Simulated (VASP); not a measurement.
Crystal: LiH.

```
Li H
1.0
     0.00000    1.98602    1.98602
     1.98602    0.00000    1.98602
     1.98602    1.98602    0.00000
Li H
1 1
Direct
  0.00000 0.00000 0.00000
  0.50000 0.50000 0.50000
```

Base run:

```yaml
Program: VASP 6.6.1
Functional: HSE06
Potentials_or_basis: VASP PAW PBE potentials, release 64 (Li_sv, H)
Cutoff: 520 eV
k_mesh: 8 × 8 × 8
Occupations: gaussian, width 0.03 eV
Spin: no spin polarisation
```

Its results: band gap on the k mesh 3.97 eV, direct.

The run is repeated on the same cell with these changes: functional from HSE06 to PBE0. What comes out?

Band gap on the k mesh 4.64 eV, direct.
